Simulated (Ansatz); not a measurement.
SnTe, 2 atoms in the cell. It takes space group Fm-3m (No. 225, cubic). Conventional cell: a = 6.302 Å, b = 6.302 Å, c = 6.302 Å, α = 90.00°, β = 90.00°, γ = 90.00°. Te (site symmetry m-3m) has 6 Sn at 3.15 Å as nearest neighbours. Sn (site symmetry m-3m) has 6 Te at 3.15 Å as nearest neighbours. 

| Quantity | Value |
| --- | --- |
| Program | Ansatz 0.2.0 |
| Task | single point |
| Functional | PBEsol |
| Potentials or basis | all-electron LAPW, scalar-relativistic |
| Cutoff | 185 eV (chosen from the basis error) |
| Basis error allowed | 0.001 eV/atom |
| k mesh | 4 × 4 × 4 |
| Occupations | fermi-dirac, width 0.03 eV |
| Spin | no spin polarisation |

Potentials or basis: all-electron LAPW, scalar-relativistic.

Command:

```bash
$ ansatz run input.yaml --threads 1 --pin off --max-ram 3072MiB --backend cpu --events-out ev --progress --plain --runs-dir out
```

Hardware: 1 thread of AMD EPYC 7R13 Processor (Zen 3), with other jobs on the host.

Question: How long does it take, and how much memory?

Answer: It took 2.3 s on 1 thread of AMD EPYC 7R13 Processor (Zen 3), on a shared host, peak memory 0.28 GiB. Counts: scf iterations 7, plane waves 339, k points 8, bands 28.
